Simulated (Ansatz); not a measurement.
**ZnS: properties at the relaxed cell**

An exercise on one series of results from a longer session: the logs are not shown, and one member is left open.

Computed with Ansatz 0.2.0 (DFT PBE, scalar-relativistic, plane waves, PAW, unless a step's input says otherwise).

1 further run of the same task is left out (set aside as unsound or not needed).

### The starting structure

Symmetry: P6_3mc, No. 186, hexagonal system. The conventional cell has a = 3.845 Å, b = 3.845 Å, c = 6.305 Å, α = 90.00°, β = 90.00°, γ = 120.00°. Around Zn (site symmetry 3m) lie 4 S at 2.36 Å. Around S (site symmetry 3m) lie 4 Zn at 2.36 Å.

Structure file:

```cif
data_structure
_symmetry_space_group_name_H-M 'P6_3mc'
_symmetry_Int_Tables_number 186
_cell_length_a 3.8455
_cell_length_b 3.8455
_cell_length_c 6.3053
_cell_angle_alpha 90.000
_cell_angle_beta 90.000
_cell_angle_gamma 120.000
_cell_volume 80.75
loop_
_atom_site_label
_atom_site_type_symbol
_atom_site_symmetry_multiplicity
_atom_site_Wyckoff_symbol
_atom_site_fract_x
_atom_site_fract_y
_atom_site_fract_z
_atom_site_occupancy
Zn1 Zn 2 b 0.33333 0.66667 0.00522 1
S1 S 2 b 0.33333 0.66667 0.37978 1
```

This cell was relaxed beforehand with the same method: volume 20.19 Å³/atom, gap on the mesh 2.08 eV.

Set-up of the first run:

input.yaml reads:

```yaml
crystal:
  lattice:
    - [3.8454929595, 0.0, 0.0]
    - [-1.9227464798, 3.330294593, 0.0]
    - [0.0, 0.0, 6.3053333914]
  atoms:
    - { symbol: Zn, position: [0.3333333333, 0.6666666667, 0.0052197924] }
    - { symbol: Zn, position: [0.6666666667, 0.3333333333, 0.5052197924] }
    - { symbol: S, position: [0.3333333333, 0.6666666667, 0.3797802076] }
    - { symbol: S, position: [0.6666666667, 0.3333333333, 0.8797802076] }
basis:
  ecutwfc: 420
kpoints:
  mp_grid: { grid: [12, 12, 6] }
  band_path:
    path:
      - [[0.0, 0.0, 0.0], [0.5, 0.0, 0.0], [0.33333333, 0.33333333, 0.0], [0.0, 0.0, 0.0], [0.0, 0.0, 0.5], [0.5, 0.0, 0.5], [0.33333333, 0.33333333, 0.5], [0.0, 0.0, 0.5]]
      - [[0.5, 0.0, 0.5], [0.5, 0.0, 0.0]]
      - [[0.33333333, 0.33333333, 0.5], [0.33333333, 0.33333333, 0.0]]
    npoints: 14
hamiltonian:
  xc: pbe
scf:
  occupations: { method: gaussian, width: 0.02 }
  n_extra_bands: 10
output:
  forces: true
  stress: true
  eigenvalues: true
  populations: true
  dos: { projected: true, de: 0.02, nscf_kmesh: { grid: [18, 18, 9] } }
  bader: true
  write_density: true
  write_potential: true
  elf: true
  volumetric_format: npy
```

Command:

```
$ ansatz run input.yaml --threads 1 --pin off --max-ram 2560MiB --backend cpu --events-out ev --progress --plain --runs-dir out
```

Among the steps run: Static run: bands, density of states and charges; Band edges anywhere in the zone; Levels beside the edges; Point at V/V0 = 0.97; Point at V/V0 = 1.03; The cell scaled to 0.94 of its volume; The cell scaled to 1.06 of its volume.

One table of the session follows, with a row left open; its other results are not shown here.

| volume (Å³/atom) | energy above the lowest point (meV/atom) | pressure (GPa) | gap on the mesh (eV) |
| --- | --- | --- | --- |
| 18.976 | 17.4 | 4.89 | 2.35 |
| 19.582 | 4.1 | 2.24 | 2.21 |
| 20.188 | 0.0 | -0.01 | 2.08 |
| 20.793 | ? | ? | ? |
| 21.399 | 14.2 | -3.55 | 1.83 |

Estimate the missing values for volume (Å³/atom) = 20.793.

Worked estimate for «energy above the lowest point (meV/atom)». A straight line through the neighbours (20.188, 0.0) and (21.399, 14.2) gives 0.0 + (14.2 − 0.0) × (20.793 − 20.188) / (21.399 − 20.188) = 7.1; a parabola fitted to 3 rows on both sides gives 3.4.

**Answer.** energy above the lowest point (meV/atom): 3.8; pressure (GPa): -1.92; gap on the mesh (eV): 1.95. In «energy above the lowest point (meV/atom)» the line misses by +3.3 and the parabola by -0.4.

Caveats from the session: It is a Kohn-Sham gap, without temperature or zero-point motion.
